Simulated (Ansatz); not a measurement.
Runs of Ansatz 0.2.0 on WS2. The cell holds a slab with vacuum, 6 atoms: a = 3.183 Å, b = 3.183 Å, c = 23.669 Å, α = 90.00°, β = 90.00°, γ = 120.00°. 

| task | level | U | cell | points for each segment of the path | hubbard projectors | double counting | gap on the mesh (eV) | largest force (eV/Å) |
| --- | --- | --- | --- | --- | --- | --- | --- | --- |
| band structure | BLYP | - | as given | 14 | - | - | (c) | (b) |
| band structure | LDA | - | as given | 14 | - | - | 1.60 | 0.39 |
| relaxation of cell and atoms | LDA+U | W d U = 8 eV | relaxed | - | ortho-atomic (the default) | fll (the default) | 1.45 | - |
| band structure | revPBE | - | as given | 14 | - | - | (a) | 0.40 |
| band structure | PBEsol | - | as given | 14 | - | - | 1.63 | 0.12 |

Alike in all rows: potentials or basis Ansatz PAW; no spin polarisation; k mesh 7 × 7 × 2; cutoff (eV) 420; smearing fermi-dirac 0.05 eV.

Question: Fill in the values left out.

Answer: (a) 1.68; (b) 0.76; (c) 1.64.

Caveats: spin-orbit coupling is left out, which moves the levels of the heavy elements; the PAW data sets come from PBE, with cores solved anew for the run's functional, which leaves a small shift of forces and pressure; the k mesh misses the band edges, so the gap on the mesh is wider than the one along the path (some runs); odd divisions of the mesh miss points on the zone boundary, where band edges often lie, so the gap on the mesh can be too wide (some runs); the plane-wave basis is chosen anew once the cell has moved, so the energies of steps on either side of that aren't comparable (some runs).

A k mesh can miss the band edges, and the runs leave out spin-orbit coupling on W.

Runs at the PBE level aren't shown here.
